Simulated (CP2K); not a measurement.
**Sb under changes of volume**

One of the cells (26.213 Å³/atom); the others are scaled copies at fixed shape and fractional positions:

```
Sb
1.0
     3.24126    0.00000    0.00000
    -1.08042    3.05589    0.00000
    -1.08042   -1.52794    2.64648
Sb
1
Cartesian
  0.0000 0.0000 0.0000
```

This isn't the form of Sb at room conditions, which is rhombohedral.

- Program: CP2K 2026.2
- Functional: r2SCAN
- Potentials or basis: POTENTIAL_UZH Sb GTH-SCAN-q5; TZVP-MOLOPT-SCAN-GTH basis
- Density cutoff: 9184 eV
- k mesh: 10 × 10 × 10
- Occupations: fermi-dirac, width 0.05 eV
- Spin: no spin polarisation

| volume (Å³/atom) | energy over the lowest point (meV/atom) | pressure (GPa) |
| --- | --- | --- |
| 24.640 | 49.20 | 7.0 |
| 25.165 | 29.47 | 5.2 |
| 25.689 | 15.12 | 3.6 |
| 26.213 | ? | ? |
| 26.737 | 0.78 | 0.8 |
| 27.262 | 0.00 | -0.4 |
| 27.786 | 3.17 | -1.4 |

Problem. What does the run at 26.213 Å³/atom give?

Solution. Energy over the lowest point 5.67 meV/atom; pressure 2.2 GPa.

Worked out: A Birch-Murnaghan fit of order 3 (a polynomial in V^(-2/3)) to the other rows has its minimum at 27.09 Å³/atom with B0 = V·E''(V) = 63 GPa and B' = 3.1. It gives 5.67 meV/atom at 26.213 Å³/atom, against the run's 5.67, and -dE/dV = 2.2 GPa, against 2.2.

Energies are extrapolated to zero smearing.

Caveats: the basis of atomic orbitals isn't converged, which shifts pressures, moduli and gaps.
